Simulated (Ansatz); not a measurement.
# BaTiO3 squeezed and stretched

A database entry relaxed whole under r2SCAN (R3m):

```
Ba Ti O
1.0
     2.84024    1.63981    2.33157
    -2.84024    1.63981    2.33157
     0.00000   -3.27962    2.33157
Ba Ti O
1 1 3
Direct
  0.99682 0.99682 0.99682
  0.48338 0.48338 0.48338
  0.50982 0.50982 0.01936
  0.01936 0.50982 0.50982
  0.50982 0.01936 0.50982
```

The cell was scaled uniformly, its shape held, and the atoms relaxed at each volume with plane-wave PAW DFT (Ansatz 0.2.0; r2SCAN, 500 eV, 8×8×8 Γ-centred mesh, fermi-dirac occupations of width 0.020 eV; no spin, no spin-orbit coupling). One row is withheld.

```tsv
volume (Å³/atom)	energy over the lowest (meV/atom)	pressure (GPa)	gap over mesh and path (eV)
12.249	19.8	8.79	2.48
12.510	8.3	5.39	2.62
12.770	2.0	2.47	2.74
13.031	0.0	-0.02	2.87
13.292	1.8	-2.15	2.98
13.552	?	?	?
13.813	14.6	-5.56	3.17
```

Problem. Fit the pressures of the other rows to the third-order Birch-Murnaghan form.

Solution. With f = [(V₀/V)^(2/3) − 1]/2 and P = 3B₀f(1 + 2f)^(5/2)[1 + 3(B₀′ − 4)f/2], least squares gives V₀ = 13.03 Å³ an atom, B₀ = 116 GPa and B₀′ = 6.7; the rows miss the fit by 0.01 GPa. The slope of the energies differs from these pressures by less than 0.05 GPa.

Problem. How does the gap move with volume?

Solution. A parabola in ln(V/V₀) through the other rows has the slope dE_g/d ln V = +5.7 eV at V₀, so by B₀ the gap moves by -49 meV a GPa at this fixed shape: it narrows under pressure.

Problem. What does the withheld row hold?

Solution. The fit gives -4.00 GPa at 13.552 Å³; the run gave -4.00 GPa and 6.8 meV an atom. Its gap is 3.08 eV, against 3.08 eV from the parabola.

Caveats: the shape of the cell was held, so B₀ is an upper bound where the axes differ in stiffness; 0 K, fixed nuclei; the symmetry was kept, and this need not be the phase that is stable at 0 K; one mesh for all volumes; r2SCAN gaps lie as a rule under measured ones; the slope of the gap can be off by tens of per cent, more where shallow d levels or spin-orbit coupling act on the edges; pressure is positive in compression.
